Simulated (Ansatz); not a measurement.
## Residual resistivity of an alloy: Pd(111) with 4 layers of random Pd-Os, 2x2

Wanted: resistance against the alloy's length, first Pd(111) with 4 layers of random Pd-Os, 2x2.

Program: Ansatz 0.2.0. Level of theory: Ansatz plane-wave DFT, PBE, PAW files; ballistic transport by layer matching (Landauer), zero bias; PAW set soft_1. Results are calculated unless marked as measured.

**1. Set-up**

The cell holds 40 atoms: 38 Pd and 2 Os. Its edges and angles: a = 5.501 Å, b = 5.501 Å, c = 22.514 Å, α = 93.5°, β = 86.5°, γ = 120.0°. It derives from Pd. Regions: lead, 24 atoms (24 Pd); scattering region, 16 atoms (14 Pd and 2 Os). The structure is stacked along c, and the current runs across the ab planes.

**2. With 4 alloy layers**

In 4 layers a share of 0.125 of the sites is given to Os at random. The layers about the cell's end stay perfect and serve as the lead. Energies from -0.05 to 0.05 eV in steps of 0.05 eV are too few for the program's thermal sum, so it prints no conductance; for a metal the transmission near the Fermi level serves, at a fraction of the cost.

input.yaml reads:

```yaml
crystal:
  lattice:
    - [5.5010079149, 0.0, 0.0]
    - [-2.7505039575, 4.7640126007, 0.0]
    - [1.3752519787, -0.7940021001, 22.4577707709]
  atoms:
    - { symbol: Pd, position: [0.9916666667, 0.0083333333, 0.05] }
    - { symbol: Pd, position: [0.9916666667, 0.5083333333, 0.05] }
    - { symbol: Pd, position: [0.4916666667, 0.0083333333, 0.05] }
    - { symbol: Pd, position: [0.4916666667, 0.5083333333, 0.05] }
    - { symbol: Pd, position: [0.1416666667, 0.3583333333, 0.15] }
    - { symbol: Pd, position: [0.1416666667, 0.8583333333, 0.15] }
    - { symbol: Pd, position: [0.6416666667, 0.3583333333, 0.15] }
    - { symbol: Pd, position: [0.6416666667, 0.8583333333, 0.15] }
    - { symbol: Pd, position: [0.2916666667, 0.2083333333, 0.25] }
    - { symbol: Pd, position: [0.2916666667, 0.7083333333, 0.25] }
    - { symbol: Pd, position: [0.7916666667, 0.2083333333, 0.25] }
    - { symbol: Pd, position: [0.7916666667, 0.7083333333, 0.25] }
    - { symbol: Pd, position: [0.9416666667, 0.0583333333, 0.35] }
    - { symbol: Pd, position: [0.9416666667, 0.5583333333, 0.35] }
    - { symbol: Pd, position: [0.4416666667, 0.0583333333, 0.35] }
    - { symbol: Pd, position: [0.4416666667, 0.5583333333, 0.35] }
    - { symbol: Pd, position: [0.0916666667, 0.4083333333, 0.45] }
    - { symbol: Pd, position: [0.0916666667, 0.9083333333, 0.45] }
    - { symbol: Pd, position: [0.5916666667, 0.4083333333, 0.45] }
    - { symbol: Pd, position: [0.5916666667, 0.9083333333, 0.45] }
    - { symbol: Pd, position: [0.2416666667, 0.2583333333, 0.55] }
    - { symbol: Pd, position: [0.2416666667, 0.7583333333, 0.55] }
    - { symbol: Pd, position: [0.7416666667, 0.2583333333, 0.55] }
    - { symbol: Pd, position: [0.7416666667, 0.7583333333, 0.55] }
    - { symbol: Os, position: [0.8916666667, 0.1083333333, 0.65] }
    - { symbol: Pd, position: [0.8916666667, 0.6083333333, 0.65] }
    - { symbol: Pd, position: [0.3916666667, 0.1083333333, 0.65] }
    - { symbol: Os, position: [0.3916666667, 0.6083333333, 0.65] }
    - { symbol: Pd, position: [0.0416666667, 0.4583333333, 0.75] }
    - { symbol: Pd, position: [0.0416666667, 0.9583333333, 0.75] }
    - { symbol: Pd, position: [0.5416666667, 0.4583333333, 0.75] }
    - { symbol: Pd, position: [0.5416666667, 0.9583333333, 0.75] }
    - { symbol: Pd, position: [0.1916666667, 0.3083333333, 0.85] }
    - { symbol: Pd, position: [0.1916666667, 0.8083333333, 0.85] }
    - { symbol: Pd, position: [0.6916666667, 0.3083333333, 0.85] }
    - { symbol: Pd, position: [0.6916666667, 0.8083333333, 0.85] }
    - { symbol: Pd, position: [0.8416666667, 0.1583333333, 0.95] }
    - { symbol: Pd, position: [0.8416666667, 0.6583333333, 0.95] }
    - { symbol: Pd, position: [0.3416666667, 0.1583333333, 0.95] }
    - { symbol: Pd, position: [0.3416666667, 0.6583333333, 0.95] }
kpoints:
  mp_grid: { grid: [5, 5, 1] }
hamiltonian:
  xc: pbe
  pseudopotentials: { kind: paw, azcp: { folder: soft_1 } }
scf:
  occupations: { method: fermi_dirac, width: 0.1 }
output:
  transmission:
    leads: [[0, 4]]
    kmesh: [10, 10]
    e_range: [-0.05, 0.05]
    de: 0.05
  write_potential: true
  write_density: true
  volumetric_format: npy
```

Launch:

```console
$ ansatz run input.yaml --threads 4 --pin off --max-ram 15360MiB --backend cpu --events-out ev --progress --plain --runs-dir out
```

Numbers of over 12 decimals in the logs are rounded to 6 here.

The log of the run:

```text
Engine: ansatz 0.2.0, aarch64-unknown-linux-gnu
Pseudopotentials: kind: paw
Pseudopotential: Pd, paw, valence charge 18, recommended cutoff 420 eV (normal), soft_1/Pd.paw.azcp
Pseudopotential: Os, paw, valence charge 16, recommended cutoff 420 eV (normal), soft_1/Os.paw.azcp
Functional definition: PBE
  parameter kappa = 0.804
  parameter beta = 0.066725
  exchange = pbe_x(kappa = kappa, mu = beta*pi^2/3)
  correlation = pbe_c(beta = beta)
Crystal: 40 atoms, lattice volume = 588.548 Å³
Basis set: ecut = 420 eV, 11489 PW (Γ)
Bands: 430, of which v1, the nominal top of the filled ones, is band 358 counted from 1 (357 counted from 0)
Symmetry: 8 space group operations
Space group: P2/m (ITA 10), of the structure as read, at distance tolerance 8.4e-5 Å
k-points: 9 of 25
Non-local potential: Pd, projectors of the file, l = 0: 2, l = 1: 2, l = 2: 2, l = 3: 1
Non-local potential: Os, projectors of the file, l = 0: 3, l = 1: 2, l = 2: 2, l = 3: 1
PAW form: soft (Blöchl's): semilocal exchange-correlation on the pseudo side does not see the compensation charge
PAW one-centre angular grid: Pd, 590 points (default); XC on 64 Gauss nodes
PAW one-centre angular grid: Os, 590 points (default); XC on 64 Gauss nodes
Initial density: superposition of atomic densities (chi_scale 0.1, normalization cell)
Initial wavefunctions: pseudopotential atomic-orbital guess
Functional: x = pbe(κ = 0.804, μ = 0.219515), c = pbe(β = 0.066725)
SCF iter   1: F=—  HF=-287792.060881 eV  |F-HF|=—  |Δ(HF+E_count)|=         —  Δρ=1.83e-1  dr2=6.77e2  ethr=3.10e-3  ⟨swp⟩=5.0  Hψ=11747  notcnv=0  defer=46
preconditioner: auto → Kerker (q_TF=auto, 2.819 Å⁻¹)  [metal: Δε(μ)=0.006 eV  Ē_g=8.082 eV  σ=0.100 eV  W_gap=0.02  n_scr=240 (ndim 8)  ℏωp=30.5 eV  f_vac=0.000  D(μ)=76.47/eV (n_scr^D=1150)]
SCF iter   2: F=—  HF=-287750.132986 eV  |F-HF|=—  |Δ(HF+E_count)|=    4.19e1  Δρ=7.58e-2  dr2=7.07e1  ethr=3.10e-3  ⟨swp⟩=2.3  Hψ=7073  notcnv=0  defer=337
SCF iter   3: F=—  HF=-287742.289404 eV  |F-HF|=—  |Δ(HF+E_count)|=    7.84e0  Δρ=2.83e-2  dr2=1.41e1  ethr=3.10e-3  ⟨swp⟩=2.1  Hψ=6427  notcnv=0  defer=357
SCF iter   4: F=—  HF=-287741.891844 eV  |F-HF|=—  |Δ(HF+E_count)|=   3.98e-1  Δρ=1.30e-2  dr2=2.30e0  ethr=1.97e-3  ⟨swp⟩=2.0  Hψ=4797  notcnv=0  defer=362
SCF iter   5: F=—  HF=-287741.809737 eV  |F-HF|=—  |Δ(HF+E_count)|=   8.21e-2  Δρ=6.34e-3  dr2=9.96e-1  ethr=3.21e-4  ⟨swp⟩=1.0  Hψ=3501  notcnv=0  defer=364
SCF iter   6: F=—  HF=-287741.774481 eV  |F-HF|=—  |Δ(HF+E_count)|=   3.53e-2  Δρ=1.25e-3  dr2=2.13e-2  ethr=1.39e-4  ⟨swp⟩=1.0  Hψ=3603  notcnv=0  defer=364
SCF iter   7: F=—  HF=-287741.773503 eV  |F-HF|=—  |Δ(HF+E_count)|=   9.78e-4  Δρ=2.50e-4  dr2=6.65e-4  ethr=2.97e-6  ⟨swp⟩=1.9  Hψ=4277  notcnv=0  defer=364
SCF iter   8: F=—  HF=-287741.773409 eV  |F-HF|=—  |Δ(HF+E_count)|=   9.45e-5  Δρ=8.84e-5  dr2=1.65e-4  ethr=9.28e-8  ⟨swp⟩=2.0  Hψ=6298  notcnv=0  defer=364
SCF iter   9: F=—  HF=-287741.773457 eV  |F-HF|=—  |Δ(HF+E_count)|=   4.81e-5  Δρ=2.83e-5  dr2=6.44e-5  ethr=2.31e-8  ⟨swp⟩=1.3  Hψ=3498  notcnv=0  defer=364
SCF iter  10: F=—  HF=-287741.773556 eV  |F-HF|=—  |Δ(HF+E_count)|=   9.93e-5  Δρ=7.33e-6  dr2=4.99e-6  ethr=8.99e-9  ⟨swp⟩=1.0  Hψ=3703  notcnv=0  defer=365
SCF iter  11: F=—  HF=-287741.773556 eV  |F-HF|=—  |Δ(HF+E_count)|=   3.42e-8  Δρ=2.68e-6  dr2=1.30e-7  ethr=6.96e-10  ⟨swp⟩=1.0  Hψ=3495  notcnv=0  defer=365
SCF iter  12: F=-287741.773556 eV  HF=-287741.773556 eV  |F-HF|=5.59e-8  |Δ(HF+E_count)|=   6.17e-9  Δρ=9.02e-7  dr2=5.71e-8  ethr=1.40e-11  ⟨swp⟩=8.4  Hψ=12129  notcnv=0
SCF 1 converged in 12 iterations: F = -287741.773556 eV  dr2 = 5.71e-8
  greatest PAW one-centre occupation: 1.000 electrons in one spin orbital (limit 2), on the Os atom at site 27 (counted from 0), in its partial waves of l = 0
transmission: 112 of 1085 steps passed
transmission: 220 of 1085 steps passed
[...]
transmission: 1085 of 1085 steps passed
SCF converged after 12 iterations
Free energy (F): -287741.773556 eV
Harris-Foulkes:  -287741.773556 eV  (|F-HF|=5.59e-8)
Internal energy: -287739.657302 eV  (E = F + TS)
E sigma→0 (E₀):  -287740.715429 eV
Entropy (-TS):   -2.116254 eV (-52.906 meV/atom)
Fermi energy:    20.018086 eV
--- Per-component energies (eV) ---
  E_band       = -5428.489257
  E_kinetic    = 18032.087430
  E_local      = -71706.269976  (includes V_loc(G=0)·N_el)
  E_nonlocal   = 14474.118533
  E_hartree    = 28815.152643
  E_xc         = -5737.382731
  E_vxc        = -7157.891089  (∫ρ·V_xc dr)
  E_paw        = -162900.898654  (= ΣΔE_a)
  E_vpaw       = -16700.848495  (= ΣTr[D̂ρ^β])
  E_aug_tail   = 0.010026  (compensation charges beyond the density's cutoff)
  E_ewald      = -108716.474572
  E_smearing   = -2.116254  (= −TS)
  E_closure    = -0.000000  (closes the sum)
  Σ components = -287741.773556   (vs F -287741.773556, Δ=0.00e0)
--- Band table (eV; the first three rows and the last of 9) ---
  k-point 0: bands = [... 354 lower, 20.0986, 20.1224, 20.1583, 20.1671, 20.2155, 20.2300, 20.2336, 20.2340, ... 68 higher]
  k-point 1: bands = [... 354 lower, 19.9414, 20.0027, 20.0340, 20.0628, 20.1402, 20.1461, 20.2072, 20.2129, ... 68 higher]
  k-point 2: bands = [... 354 lower, 19.9233, 19.9393, 19.9400, 19.9602, 20.0104, 20.0119, 20.0341, 20.0615, ... 68 higher]
  k-point 8: bands = [... 354 lower, 19.9303, 19.9430, 19.9707, 19.9718, 19.9919, 20.0149, 20.0333, 20.0528, ... 68 higher]
--- Transmission ---
  basis      : 235 plane waves across, 35 finite elements along
  points     : 31, standing for a mesh of 10 x 10
  energies   : 3 from -0.050000 to 0.050000 eV about the Fermi level, 0.050000 eV apart; the leads are filled to 0.000000 eV, and channels, transmission and decay are at 0.000000 eV
  crystal 0  : Pd4, at the sites [0, 4], period 2.2458 Å, over 20.21 Å; its Hamiltonian steps by up to 6.5 meV
    offset         : up to 0.0000 Å between an atom of the period and one for which it stands
    channels       : 5.230000e0 a spin
    conductance    : none, the energies end too early or step too widely for 300 K: set another output.transmission.e_range or a lower de, or, where they end at an eighth of basis.ecutwfc, a higher one
  junction   : crystal 0 to crystal 0, 3.79 to 24.01 Å
    transmission   : 2.464437e0 a spin
    conductance    : none, the energies end too early or step too widely for 300 K: set another output.transmission.e_range or a lower de, or, where they end at an eighth of basis.ecutwfc, a higher one
```

Elapsed: 6.9 min, on 4 threads of Arm Neoverse N1, shared host; peak memory 4.9 GiB.

Numbers from this step:

```
free energy                                    : -287741.7736 eV
energy at zero smearing                        : -287740.7154 eV
Fermi energy                                   : 20.02 eV
cell area                                      : 26.21 Å²
transmission per spin nearest the Fermi level  : 2.464
open channels per spin nearest the Fermi level : 5.23
step of the lead's potential                   : 6.5 meV
```

Per spin. Table of transmission, zone mean by energy, zero at the Fermi level:

| energy (eV) | transmission, zone mean |
| --- | --- |
| -0.0500 | 2.69 |
| 0.0000 | 2.46 |
| 0.0500 | 2.11 |

Per spin. The open channels, zone mean, lead by energy, zero at the Fermi level:

| energy (eV) | open channels, zone mean, lead |
| --- | --- |
| -0.0500 | 6.09 |
| 0.0000 | 5.23 |
| 0.0500 | 4.39 |

Transmission over k1 and k2. At 0.0000 eV from the Fermi level.

Ten even steps from '_' (1.16) to '@' (3.67):
```
##++**--**@@**--__::
::**%%==__**%%==____
++--==##==++--====--
****__==****..--%%**
@@@@**++**##**++**@@
****%%--..****==__**
++--====--++==##==--
::____==%%**__==%%**
##::__--**@@**--**++
@@##::++**@@**++::##
```
Columns: k1 (b1) from -0.5 to 0.4; rows upwards: k2 (b2) from -0.5 to 0.4.

Open channels over k1 and k2. At 0.0000 eV from the Fermi level.

Ten even steps from '0' (3.0) to '9' (10.0):
```
2742472101
1422224100
1222122211
2421551242
9722555227
2242155124
1112221222
1001422224
2101274247
9211292112
```
Columns: k1 (b1) from -0.5 to 0.4; rows upwards: k2 (b2) from -0.5 to 0.4.

Over the solved energies the transmission per spin lies between 2.11 and 2.69, out of 5.24 channels of the lead on average (up to 6.09).

**3. With 8 alloy layers**

In 8 layers a share of 0.125 of the sites is given to Os at random. A fresh draw is used; the growth of the resistance with length is what counts.

System of this step: Pd(111) with 8 layers of random Pd-Os, 2x2. The cell holds 56 atoms: 52 Pd and 4 Os. Its edges and angles: a = 5.501 Å, b = 5.501 Å, c = 31.481 Å, α = 87.5°, β = 92.5°, γ = 120.0°. It derives from Pd. Regions: lead, 24 atoms (24 Pd); scattering region, 32 atoms (28 Pd and 4 Os). The structure is stacked along c, and the current runs across the ab planes.

input.yaml reads:

```yaml
crystal:
  lattice:
    - [5.5010079149, 0.0, 0.0]
    - [-2.7505039575, 4.7640126007, 0.0]
    - [-1.3752519787, 0.7940021001, 31.4408790793]
  atoms:
    - { symbol: Pd, position: [0.005952381, 0.994047619, 0.0357142857] }
    - { symbol: Pd, position: [0.005952381, 0.494047619, 0.0357142857] }
    - { symbol: Pd, position: [0.505952381, 0.994047619, 0.0357142857] }
    - { symbol: Pd, position: [0.505952381, 0.494047619, 0.0357142857] }
    - { symbol: Pd, position: [0.1845238095, 0.3154761905, 0.1071428571] }
    - { symbol: Pd, position: [0.1845238095, 0.8154761905, 0.1071428571] }
    - { symbol: Pd, position: [0.6845238095, 0.3154761905, 0.1071428571] }
    - { symbol: Pd, position: [0.6845238095, 0.8154761905, 0.1071428571] }
    - { symbol: Pd, position: [0.3630952381, 0.1369047619, 0.1785714286] }
    - { symbol: Pd, position: [0.3630952381, 0.6369047619, 0.1785714286] }
    - { symbol: Pd, position: [0.8630952381, 0.1369047619, 0.1785714286] }
    - { symbol: Pd, position: [0.8630952381, 0.6369047619, 0.1785714286] }
    - { symbol: Pd, position: [0.0416666667, 0.9583333333, 0.25] }
    - { symbol: Pd, position: [0.0416666667, 0.4583333333, 0.25] }
    - { symbol: Os, position: [0.5416666667, 0.9583333333, 0.25] }
    - { symbol: Pd, position: [0.5416666667, 0.4583333333, 0.25] }
    - { symbol: Pd, position: [0.2202380952, 0.2797619048, 0.3214285714] }
    - { symbol: Pd, position: [0.2202380952, 0.7797619048, 0.3214285714] }
    - { symbol: Pd, position: [0.7202380952, 0.2797619048, 0.3214285714] }
    - { symbol: Pd, position: [0.7202380952, 0.7797619048, 0.3214285714] }
    - { symbol: Pd, position: [0.3988095238, 0.1011904762, 0.3928571429] }
    - { symbol: Pd, position: [0.3988095238, 0.6011904762, 0.3928571429] }
    - { symbol: Pd, position: [0.8988095238, 0.1011904762, 0.3928571429] }
    - { symbol: Pd, position: [0.8988095238, 0.6011904762, 0.3928571429] }
    - { symbol: Pd, position: [0.0773809524, 0.9226190476, 0.4642857143] }
    - { symbol: Pd, position: [0.0773809524, 0.4226190476, 0.4642857143] }
    - { symbol: Pd, position: [0.5773809524, 0.9226190476, 0.4642857143] }
    - { symbol: Pd, position: [0.5773809524, 0.4226190476, 0.4642857143] }
    - { symbol: Os, position: [0.255952381, 0.244047619, 0.5357142857] }
    - { symbol: Pd, position: [0.255952381, 0.744047619, 0.5357142857] }
    - { symbol: Pd, position: [0.755952381, 0.244047619, 0.5357142857] }
    - { symbol: Pd, position: [0.755952381, 0.744047619, 0.5357142857] }
    - { symbol: Pd, position: [0.4345238095, 0.0654761905, 0.6071428571] }
    - { symbol: Pd, position: [0.4345238095, 0.5654761905, 0.6071428571] }
    - { symbol: Pd, position: [0.9345238095, 0.0654761905, 0.6071428571] }
    - { symbol: Pd, position: [0.9345238095, 0.5654761905, 0.6071428571] }
    - { symbol: Pd, position: [0.1130952381, 0.8869047619, 0.6785714286] }
    - { symbol: Pd, position: [0.1130952381, 0.3869047619, 0.6785714286] }
    - { symbol: Os, position: [0.6130952381, 0.8869047619, 0.6785714286] }
    - { symbol: Pd, position: [0.6130952381, 0.3869047619, 0.6785714286] }
    - { symbol: Pd, position: [0.2916666667, 0.2083333333, 0.75] }
    - { symbol: Pd, position: [0.2916666667, 0.7083333333, 0.75] }
    - { symbol: Pd, position: [0.7916666667, 0.2083333333, 0.75] }
    - { symbol: Os, position: [0.7916666667, 0.7083333333, 0.75] }
    - { symbol: Pd, position: [0.4702380952, 0.0297619048, 0.8214285714] }
    - { symbol: Pd, position: [0.4702380952, 0.5297619048, 0.8214285714] }
    - { symbol: Pd, position: [0.9702380952, 0.0297619048, 0.8214285714] }
    - { symbol: Pd, position: [0.9702380952, 0.5297619048, 0.8214285714] }
    - { symbol: Pd, position: [0.1488095238, 0.8511904762, 0.8928571429] }
    - { symbol: Pd, position: [0.1488095238, 0.3511904762, 0.8928571429] }
    - { symbol: Pd, position: [0.6488095238, 0.8511904762, 0.8928571429] }
    - { symbol: Pd, position: [0.6488095238, 0.3511904762, 0.8928571429] }
    - { symbol: Pd, position: [0.3273809524, 0.1726190476, 0.9642857143] }
    - { symbol: Pd, position: [0.3273809524, 0.6726190476, 0.9642857143] }
    - { symbol: Pd, position: [0.8273809524, 0.1726190476, 0.9642857143] }
    - { symbol: Pd, position: [0.8273809524, 0.6726190476, 0.9642857143] }
kpoints:
  mp_grid: { grid: [5, 5, 1] }
hamiltonian:
  xc: pbe
  pseudopotentials: { kind: paw, azcp: { folder: soft_1 } }
scf:
  occupations: { method: fermi_dirac, width: 0.1 }
output:
  transmission:
    leads: [[0, 4]]
    kmesh: [10, 10]
    e_range: [-0.05, 0.05]
    de: 0.05
  write_potential: true
  write_density: true
  volumetric_format: npy
```

The log of the run:

```text
[...]
Crystal: 56 atoms, lattice volume = 823.967 Å³
Basis set: ecut = 420 eV, 16079 PW (Γ)
Bands: 600, of which v1, the nominal top of the filled ones, is band 500 counted from 1 (499 counted from 0)
Symmetry: 2 space group operations
[...]
k-points: 9 of 25 (time reversal used)
[...]
SCF iter   1: F=—  HF=-408210.813059 eV  |F-HF|=—  |Δ(HF+E_count)|=         —  Δρ=1.95e-1  dr2=1.09e3  ethr=3.10e-3  ⟨swp⟩=5.0  Hψ=15841  notcnv=0  defer=82
[...]
SCF iter  12: F=-408132.435256 eV  HF=-408132.435256 eV  |F-HF|=7.72e-8  |Δ(HF+E_count)|=   1.92e-8  Δρ=9.16e-7  dr2=7.89e-8  ethr=1.00e-11  ⟨swp⟩=8.4  Hψ=16540  notcnv=0
SCF 1 converged in 12 iterations: F = -408132.435256 eV  dr2 = 7.89e-8
[...]
transmission: 160 of 1581 steps passed
transmission: 320 of 1581 steps passed
[...]
transmission: 1581 of 1581 steps passed
SCF converged after 12 iterations
Free energy (F): -408132.435256 eV
[...]
Internal energy: -408129.608374 eV  (E = F + TS)
E sigma→0 (E₀):  -408131.021815 eV
Entropy (-TS):   -2.826881 eV (-50.480 meV/atom)
Fermi energy:    20.145385 eV
[...]
--- Band table (eV; the first three rows and the last of 9) ---
  k-point 0: bands = [... 496 lower, 20.2697, 20.2730, 20.3029, 20.3138, 20.3372, 20.3460, 20.4043, 20.4151, ... 96 higher]
  k-point 1: bands = [... 496 lower, 20.1558, 20.1888, 20.2145, 20.2344, 20.2777, 20.2962, 20.3225, 20.3710, ... 96 higher]
  k-point 2: bands = [... 496 lower, 20.0130, 20.0431, 20.0586, 20.0667, 20.0776, 20.0870, 20.0960, 20.1192, ... 96 higher]
  k-point 8: bands = [... 496 lower, 20.0311, 20.0400, 20.0500, 20.0594, 20.0798, 20.0839, 20.1205, 20.1396, ... 96 higher]
--- Transmission ---
  basis      : 235 plane waves across, 51 finite elements along
  points     : 31, standing for a mesh of 10 x 10
[...]
channels       : 5.350000e0 a spin
[...]
junction   : crystal 0 to crystal 0, 0.70 to 29.89 Å
    transmission   : 1.663340e0 a spin
[...]
```

The job ended after 17 min (4 threads; peak memory 8.4 GiB; 66 min of CPU time).

This step gave:

```
free energy                                    : -408132.4353 eV
energy at zero smearing                        : -408131.0218 eV
Fermi energy                                   : 20.15 eV
transmission per spin nearest the Fermi level  : 1.663
open channels per spin nearest the Fermi level : 5.35
step of the lead's potential                   : 21.1 meV
```

Per spin. Table of transmission, zone mean by energy, zero at the Fermi level:

| energy (eV) | transmission, zone mean |
| --- | --- |
| -0.0500 | 1.68 |
| 0.0000 | 1.66 |
| 0.0500 | 1.44 |

Over the solved energies the transmission per spin lies between 1.44 and 1.68, out of 5.55 channels of the lead on average (up to 6.48).

(Continued in part 2 of 2.)

[Logs are printed without paths, hosts, clocks, repeated set-up lines and the standing remarks that a program may print on its own settings, such as how far it seeks lower states.]

[Hosts, paths, dates, database ids (printed as entryN), source tags and the programs' standing remarks are cut or masked in the printed files.]
